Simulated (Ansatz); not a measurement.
The system is Ge.

```
CELL_PARAMETERS angstrom
0.00000 2.82891 2.82891
2.82891 0.00000 2.82891
2.82891 2.82891 0.00000
ATOMIC_POSITIONS crystal
Ge 0.75000 0.75000 0.75000
Ge 0.50000 0.50000 0.50000
```

Program: Ansatz 0.2.0. Alike in all runs: cell as given; basis error allowed 0.001 eV/atom.

Q: Order these runs on this cell by their pressure, lowest first.
A. level PBE; potentials or basis all-electron LAPW, scalar-relativistic; spin off; k mesh 8 × 8 × 8; cutoff (eV) 316; smearing gaussian 0.015 eV
B. level RPBE; potentials or basis all-electron LAPW, scalar-relativistic; spin off; k mesh 8 × 8 × 8; cutoff (eV) 316; smearing fermi-dirac 0.05 eV
C. level PBEsol; potentials or basis all-electron LAPW, relativistic spinors; spin SOC, no magnetisation; k mesh 6 × 6 × 6; cutoff (eV) 317; smearing fermi-dirac 0.05 eV

A: C (0.7 GPa), A (3.6 GPa), B (5.4 GPa).

Caveats: the k mesh is thin for a metal, which can move the energy by tens of meV per atom (some runs).
